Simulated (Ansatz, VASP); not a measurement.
# Ni: VASP beside Ansatz

```
Ni
1.0
     2.32927    0.01165    0.01165
     0.01165    2.32927    0.01165
     0.01165    0.01165    2.32927
Ni
1
Direct
  0.00000 0.00000 0.00000
```

Change from the starting cell: equal xy, yz and zx shear strains of +1 %, PAW files.

Alike in both runs: task electric field gradients; functional PBE; k mesh 16 × 16 × 16; occupations fermi-dirac, width 0.05 eV; collinear spin.

|  | VASP | Ansatz |
| --- | --- | --- |
| version | VASP 6.6.1 | Ansatz 0.2.0 |
| potentials or method | VASP PAW PBE potentials, release 64 (Ni) | PAW with Ansatz's default frozen-core files, scalar-relativistic |
| plane-wave cutoff (eV) | 520 | 420 |
| valence electrons in the cell | 10 | 18 |

Ansatz gave:

| Property | Result |
| --- | --- |
| pressure (GPa) | 0.0 |
| largest component of the traceless stress (GPa) | 0.33 |
| net moment per atom (μB) | 0.56 |
| size of the moment on the site where the two differ most (μB) | 0.58 |
| Vzz of the field gradient on the site that differs most (V/Å²) | 0.0 |

Question: Which values does VASP return?

Answer: Pressure (GPa): -0.2; largest component of the traceless stress (GPa): 0.31; net moment per atom (μB): 0.54; size of the moment on the site where the two differ most (μB): 0.55; Vzz of the field gradient on the site that differs most (V/Å²): -0.4.

Site moments also hang on the region over which each program counts them. The functional is the same, so the differences come from potentials, cutoffs and numerics. The two sets of potentials don't hold the same shells in valence.
